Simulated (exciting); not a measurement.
Input of an exciting (release sodium) run:

Contents of input.xml:

```xml
<input>
  <title>MgSi</title>
  <structure speciespath="./" tshift="false">
    <crystal scale="1">
      <basevect>5.496068122505 0.000000000000 0.000000000000</basevect>
      <basevect>0.000000000000 5.496068122505 0.000000000000</basevect>
      <basevect>0.000000000000 0.000000000000 7.754353202395</basevect>
    </crystal>
    <species speciesfile="Si.xml" rmt="2">
      <atom coord="0.500000000000 0.500000000000 0.500000000000"/>
    </species>
    <species speciesfile="Mg.xml" rmt="2">
      <atom coord="0.000000000000 0.000000000000 0.000000000000"/>
    </species>
  </structure>
  <groundstate do="fromscratch" ngridk="6 6 4" rgkmax="6.5" gmaxvr="14" lmaxapw="10" lmaxmat="10" lmaxvr="8" xctype="LDA_PW" stype="Gaussian" swidth="0.00183747" nempty="10" ValenceRelativity="iora*" epsengy="1e-05" epspot="1e-05" maxscl="60" tforce="true" outputlevel="high"/>
</input>
```

Potentials or basis: all-electron LAPW+lo, shipped species files, valence relativity iora*.

Command:

```console
$ OMP_NUM_THREADS=1 exciting_smp
```

**Question.** Predict the band gap on the k mesh.

**Answer.** None (metal or under the smearing width).

Caveat: the k mesh is coarse (spacing up to 0.38 Å⁻¹), so the values aren't converged.
